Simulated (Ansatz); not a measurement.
# Sn: stiffness from a series of strains

```yaml
crystal:
  lattice:
    - [-2.91585, 2.91585, 1.59065]
    - [2.91585, -2.91585, 1.59065]
    - [2.91585, 2.91585, -1.59065]
  atoms:
    - { symbol: Sn, position: [0.00000, 0.00000, 0.00000] }
    - { symbol: Sn, position: [0.75000, 0.25000, 0.50000] }
```

Atoms are numbered in the order listed.

The cell is COD entry 1534488, as deposited and not checked against the literature; nothing was relaxed.

No spin–orbit coupling, which matters for the heavy atoms here.

Theory: DFT, PBE, all-electron LAPW, scalar-relativistic (Ansatz 0.2.0).

The runs use a Γ-centred 15×15×15 k mesh, Fermi–Dirac smearing of 0.05 eV, basis error target 0.5 meV/atom, no spin polarisation.

The strain is applied along the Cartesian axes of the cell as listed (γ is the engineering shear, twice εxy = εyz = εzx). Fractional coordinates are held (clamped ions).

σ is the change of stress from the unstrained cell, which is at 2.65 GPa; tension is positive, so slopes are stress–strain coefficients at that pressure. In a metal the k mesh adds noise.

Only quantities that a quadratic follows smoothly over the whole series are listed; rougher ones are left out.

```tsv
γ	σxy (GPa)	σyz (GPa)
-0.0300	-0.75	-0.88
-0.0200	-0.51	-0.59
-0.0100	-0.26	-0.30
0.0000	0.00	0.00
0.0100	0.24	0.29
0.0300	0.68	0.79
```

Task: Fit the series and read off the stiffness at zero strain.

Result: Least-squares fits y = p0 + p1 x + p2 x² to the rows give σxy (GPa): p1 = 24, p2 = -35; σyz (GPa): p1 = 28.1, p2 = -50.

Task: One run, at γ = 0.0200, is withheld. Predict its row.

Result: The fits give 0.46, 0.54; the run gave 0.47, 0.55.
